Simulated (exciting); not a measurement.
CdTe: band structure with PBE

**The experiment to reproduce.**

A printed reference work, data compilation reports, for a bulk crystal of CdTe at 0 K: band gap 1.607 eV.

The system is CdTe.

```
Te Cd
1.0
     0.00000    3.20500    3.20500
     3.20500    0.00000    3.20500
     3.20500    3.20500    0.00000
Te Cd
1 1
Direct
  0.75000 0.75000 0.75000
  0.00000 0.00000 0.00000
```

| Quantity | Value |
| --- | --- |
| Program | exciting (release sodium) |
| Task | band structure |
| Functional | PBE |
| Potentials or basis | all-electron LAPW+lo, shipped species files, valence relativity iora* |
| rgkmax | 9 |
| k mesh | 7 × 7 × 7 |
| Occupations | fermi-dirac, width 0.05 eV |
| Spin | no spin polarisation |
| outputlevel | normal |
| gmaxvr (cutoff of density and potential) | 14 1/bohr |
| lmaxapw (and lmaxmat) | 10 |
| lmaxvr | 8 |
| nempty | 10 |
| Valence relativity | iora* |
| epsengy | 1e-05 Ha |
| epspot | 1e-05 Ha |
| maxscl | 60 |
| Muffin-tin radii | Te 2.3, Cd 2.3 bohr |

The band gap on the k mesh is 0.87 eV, direct. The band gap along the path is 0.87 eV, direct. The all electrons inside the program's atomic spheres are Te 49.08; Cd 46.00 (radii Te 2.3, Cd 2.3 bohr).

Levels at the corners of the path, in eV from the valence-band top:
| point | band 14 | band 15 | band 16 | band 17 | band 18 | band 19 | band 20 | band 21 |
| --- | --- | --- | --- | --- | --- | --- | --- | --- |
| Γ | -8.13 | 0.00 | 0.00 | 0.00 | 0.87 | 4.60 | 4.60 | 4.60 |
| X | -7.59 | -4.47 | -1.98 | -1.98 | 2.56 | 2.68 | 9.01 | 9.32 |
| W | -7.50 | -4.34 | -2.45 | -2.33 | 4.37 | 4.70 | 5.62 | 6.32 |
| K | -7.54 | -4.37 | -2.70 | -1.64 | 2.89 | 4.57 | 7.43 | 7.56 |
| Γ | -8.13 | 0.00 | 0.00 | 0.00 | 0.87 | 4.60 | 4.60 | 4.60 |
| L | -7.75 | -4.61 | -0.82 | -0.82 | 1.86 | 5.21 | 5.21 | 7.10 |
| U | -7.54 | -4.37 | -2.70 | -1.64 | 2.89 | 4.57 | 7.43 | 7.56 |
| W | -7.50 | -4.34 | -2.45 | -2.33 | 4.37 | 4.70 | 5.62 | 6.32 |
| L | -7.75 | -4.61 | -0.82 | -0.82 | 1.86 | 5.21 | 5.21 | 7.10 |
| K | -7.54 | -4.37 | -2.70 | -1.64 | 2.89 | 4.57 | 7.43 | 7.56 |
| U | -7.54 | -4.37 | -2.70 | -1.64 | 2.89 | 4.57 | 7.43 | 7.56 |
| X | -7.59 | -4.47 | -1.98 | -1.98 | 2.56 | 2.68 | 9.01 | 9.32 |

States per cell in windows of 1 eV (zero at the valence-band top; states under -8 eV left out):
| from (eV) | total | Te1 p | Cd2 d | Cd2 p | Cd2 s | Te1 s | Te1 d |
| --- | --- | --- | --- | --- | --- | --- | --- |
| -8.0 | 1.77 | 0.01 | 1.43 | 0.00 | 0.01 | 0.14 | 0.00 |
| -7.0 | 0.00 | 0.00 | 0.00 | 0.00 | 0.00 | 0.00 | 0.00 |
| -6.0 | 0.00 | 0.00 | 0.00 | 0.00 | 0.00 | 0.00 | 0.00 |
| -5.0 | 1.16 | 0.24 | 0.02 | 0.01 | 0.21 | 0.01 | 0.00 |
| -4.0 | 0.55 | 0.11 | 0.03 | 0.01 | 0.08 | 0.02 | 0.00 |
| -3.0 | 1.19 | 0.34 | 0.04 | 0.06 | 0.03 | 0.02 | 0.00 |
| -2.0 | 2.10 | 0.71 | 0.08 | 0.11 | 0.02 | 0.01 | 0.00 |
| -1.0 | 0.94 | 0.37 | 0.05 | 0.04 | 0.00 | 0.00 | 0.00 |
| 0.0 | 0.00 | 0.00 | 0.00 | 0.00 | 0.00 | 0.00 | 0.00 |
| 1.0 | 0.05 | 0.00 | 0.00 | 0.00 | 0.01 | 0.01 | 0.00 |
| 2.0 | 0.95 | 0.10 | 0.01 | 0.03 | 0.16 | 0.07 | 0.02 |
| 3.0 | 1.46 | 0.17 | 0.03 | 0.06 | 0.18 | 0.05 | 0.05 |
| 4.0 | 1.41 | 0.13 | 0.03 | 0.12 | 0.05 | 0.02 | 0.06 |
| 5.0 | 1.72 | 0.13 | 0.03 | 0.20 | 0.02 | 0.01 | 0.09 |
| 6.0 | 1.32 | 0.15 | 0.03 | 0.12 | 0.01 | 0.03 | 0.06 |
| 7.0 | 1.21 | 0.13 | 0.03 | 0.09 | 0.01 | 0.01 | 0.06 |

Run time: 2.8 min on 1 thread of Arm Neoverse V2, with other jobs on the host, peak memory 0.16 GiB.

A measured gap of CdTe is 1.607 eV (0 K; a printed reference work, data compilation); the calculated 0.87 eV misses it by -0.74 eV. Spin-orbit coupling on Cd, Te is left out. The value is that of PBE, without temperature or zero-point motion. Semilocal functionals fall short of measured gaps as a rule.

Caveat: the tetrahedron DOS on this energy grid can lose part of the weight of narrow d or f bands; spin-orbit coupling is left out, which moves the levels of the heavy elements.
